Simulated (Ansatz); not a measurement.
Below is a relaxed structure of HfSiO4. The cell was found from a structure generator's guess, not taken from experiment.

Level of theory: DFT PBE, scalar-relativistic, plane waves, PAW in Ansatz. Cutoff 420 eV, Γ-centred mesh, Gaussian smearing, no spin polarisation.

```
CELL_PARAMETERS angstrom
4.89429 0.00000 0.00000
0.00000 4.89429 0.00000
0.00000 0.00000 2.62918
ATOMIC_POSITIONS crystal
Hf 0.50000 0.50000 0.00000
Si 0.00000 0.00000 0.50000
O 0.29840 0.00000 0.00000
O 0.70160 0.00000 0.00000
O 0.00000 0.29840 0.00000
O 0.00000 0.70160 0.00000
```

Energies over the elements count from the elements' standard structures at the same level (O₂ as a molecule), with no fitted energy shifts.

Question: Find its symmetry and describe it.

Answer: P4/mmm (No. 123). Conventional cell: a = 4.894 Å, c = 2.629 Å. Around Hf lie 2 Hf at 2.63 Å and 8 O at 2.64 Å; Si has 8 O at 1.96 Å; O has 2 Si at 1.96 Å, 3 O at 1.97–2.07 Å, 2 O at 2.63 Å and 2 Hf at 2.64 Å.

Question: How far does it lie from the elements in energy?

Answer: −0.53 eV/atom.

Question: Is it a metal?

Answer: Yes, bands cross the Fermi level on the 8×8×14 mesh.

The last run used an 8×8×14 mesh (in the run's order of axes) for its 6-atom cell and Gaussian smearing of 0.10 eV. These runs have no spin–orbit coupling, which can matter for Hf. Symmetry constrained the relaxation, so the result can be a saddle point. Another cell of HfSiO4 relaxed alike, in P4/mmm, lies 1.35 eV/atom lower, so this cell isn't the stable form at this level.
